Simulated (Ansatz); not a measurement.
# Pt interstitial in Pt

The calculation used DFT PBE, scalar-relativistic, plane waves, PAW (Ansatz). Settings: 420 eV cutoff, 4×4×4 k-mesh, Gaussian smearing of 0.10 eV, no spin polarisation.

Host crystal, relaxed:

```
CELL_PARAMETERS angstrom
0.00000 1.98512 1.98512
1.98512 0.00000 1.98512
1.98512 1.98512 0.00000
ATOMIC_POSITIONS crystal
Pt 0.00000 0.00000 0.00000
```

Supercell of 27 atoms, rows in host cell vectors: 0 0 -3; 0 -3 0; -3 0 0. Atoms relax at the host's cell from a start displaced at random by 0.06 Å near the defect, so other minima may exist. The cell is small, so energies carry finite-size errors of tenths of an eV. The host is a metal. Atoms are taken from and returned to the elements' standard states.

Spin-orbit coupling is left out, which matters for the bands and energies of heavy elements.

Defect: Pt interstitial set at (0.500, 0.500, 0.500) of the host cell. Before relaxation its nearest neighbours are 6 Pt at 1.99 Å.

```json
{"charge": "0", "E_f at the valence band top (eV)": "7.75", "moment (μB)": "0.00", "largest move (Å)": "0.39", "atoms near the site": "6 Pt at 2.38 Å"}
```

Cost: 2 runs of about 61 core-minutes in all, on Intel Xeon Processor @ 2.70GHz (shared hosts).